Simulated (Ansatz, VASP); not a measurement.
# Ta: VASP beside Ansatz

INCAR

```
SYSTEM = Ta
  PREC = Accurate
  ENCUT = 600
  EDIFF = 1E-7
  ISMEAR = 0
  SIGMA = 0.1
  LREAL = .FALSE.
  LASPH = .TRUE.
  NELM = 100
  ALGO = Normal
  ISIF = 3
  LWAVE = .FALSE.
  LCHARG = .FALSE.
  GGA = PE
  IBRION = 2
  NSW = 100
  EDIFFG = -0.01
```

The input KPOINTS:

```
regular mesh
0
G
  8 8 8
  0 0 0
```

File POSCAR:

```
Ta
1.0
    5.3121625516      0.0000000000      0.0000000000
    0.0000000000      5.3121625516      0.0000000000
    0.0000000000      0.0000000000      5.3121625516
Ta
8
Direct
    0.5000000000      0.5000000000      0.5000000000
    0.0000000000      0.0000000000      0.0000000000
    0.2500000000      0.0000000000      0.5000000000
    0.5000000000      0.2500000000      0.0000000000
    0.5000000000      0.7500000000      0.0000000000
    0.7500000000      0.0000000000      0.5000000000
    0.0000000000      0.5000000000      0.7500000000
    0.0000000000      0.5000000000      0.2500000000
```

Input for Ansatz:

```yaml
crystal:
  lattice:
    - [5.3121625516, 0.0, 0.0]
    - [0.0, 5.3121625516, 0.0]
    - [0.0, 0.0, 5.3121625516]
  atoms:
    - { symbol: Ta, position: [0.5, 0.5, 0.5] }
    - { symbol: Ta, position: [0.0, 0.0, 0.0] }
    - { symbol: Ta, position: [0.25, 0.0, 0.5] }
    - { symbol: Ta, position: [0.5, 0.25, 0.0] }
    - { symbol: Ta, position: [0.5, 0.75, 0.0] }
    - { symbol: Ta, position: [0.75, 0.0, 0.5] }
    - { symbol: Ta, position: [0.0, 0.5, 0.75] }
    - { symbol: Ta, position: [0.0, 0.5, 0.25] }
basis:
  ecutwfc: 420
kpoints:
  mp_grid: { grid: [8, 8, 8] }
hamiltonian:
  xc: pbe
scf:
  occupations: { method: gaussian, width: 0.1 }
output:
  forces: true
  stress: true
  eigenvalues: true
relax:
  adjacent_minimum: "off"
  f_tol: 0.01
  max_steps: 80
  cell: { stress_tol: 0.05 }
```

Alike in both runs: task relaxation of cell and atoms; functional PBE; k mesh 8 × 8 × 8; occupations gaussian, width 0.1 eV; no spin polarisation.

|  | VASP | Ansatz |
| --- | --- | --- |
| version | VASP 6.6.1 | Ansatz 0.2.0 |
| potentials or method | VASP PAW PBE potentials, release 64 (Ta_pv) | scalar-relativistic, plane waves, PAW |
| plane-wave cutoff (eV) | 600 | 420 |
| valence electrons in the cell | 88 | 104 |

```csv
,VASP,Ansatz,Ansatz less VASP
"gap on the k mesh at the Fermi level, each at its own relaxed structure (eV)",none,none,-
relaxed volume (Å³/atom),18.74,18.74,0.000
relaxed cell length with the largest relative difference (Å),5.312,5.312,0.0000
```

A gap of «none» marks a metal or a gap that the smearing closes. The two sets of potentials don't hold the same shells in valence.

Caveats: the relaxation stopped at its first step, so nothing moved. The runs have no spin-orbit coupling, so splittings on Ta are missing.
